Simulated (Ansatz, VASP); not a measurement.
One calculation of Pt, two programs

File INCAR:

```
PREC = Accurate
ENCUT = 520
EDIFF = 1E-7
ISMEAR = 0
SIGMA = 0.1
LREAL = False
LASPH = True
NELM = 100
ALGO = Normal
ISIF = 2
LWAVE = False
LCHARG = False
GGA = PS
NBANDS = 22
```

The input KPOINTS:

```
regular mesh
0
Gamma
  6 6 4
```

POSCAR

```
Pt
1.0
    3.6656485145      0.0000000000      0.0000000000
   -1.8328242573      3.1745447349      0.0000000000
    0.0000000000      0.0000000000      4.1588009468
Pt
3
Direct
    0.2254000000      0.0000000000      0.3333333333
    0.0000000000      0.2254000000      0.6666666667
    0.7746000000      0.7746000000      0.0000000000
```

Input for Ansatz:

```yaml
crystal:
  lattice:
    - [3.6656485145, 0.0, 0.0]
    - [-1.8328242573, 3.1745447349, 0.0]
    - [0.0, 0.0, 4.1588009468]
  atoms:
    - { symbol: Pt, position: [0.2254, 0.0, 0.3333333333] }
    - { symbol: Pt, position: [0.0, 0.2254, 0.6666666667] }
    - { symbol: Pt, position: [0.7746, 0.7746, 0.0] }
basis:
  ecutwfc: 420
kpoints:
  mp_grid: { grid: [6, 6, 4] }
hamiltonian:
  xc: pbesol
scf:
  occupations: { method: gaussian, width: 0.1 }
  lower_state_search: "off"
output:
  forces: true
  stress: true
  eigenvalues: true
```

Alike in both runs: task single point; functional PBEsol; k mesh 6 × 6 × 4; occupations gaussian, width 0.1 eV; no spin polarisation.

|  | VASP | Ansatz |
| --- | --- | --- |
| version | VASP 6.6.1 | Ansatz 0.2.0 |
| potentials or method | VASP PAW PBE potentials, release 64 (Pt) | scalar-relativistic, plane waves, PAW |
| plane-wave cutoff (eV) | 520 | 420 |
| valence electrons in the cell | 30 | 54 |

VASP gave:

* gap on the k mesh at the Fermi level (eV): none
* rms of the force components (eV/Å): 13.067

Problem. Which values does Ansatz return?

Solution. gap on the k mesh at the Fermi level (eV): none; rms of the force components (eV/Å): 14.475.

Atom by atom the forces differ by 1.408 eV/Å (rms over components). A gap of «none» marks a metal or a gap that the smearing closes. With one functional, cell and mesh, what is left measures potentials, basis and numerics. The two sets of potentials don't hold the same shells in valence.

Caveats: the k mesh is coarse (spacing up to 0.38 Å⁻¹), so the values aren't converged; the PAW data sets were made with another functional, which shifts forces and pressure a little (VASP). The runs have no spin-orbit coupling, so splittings on Pt are missing.
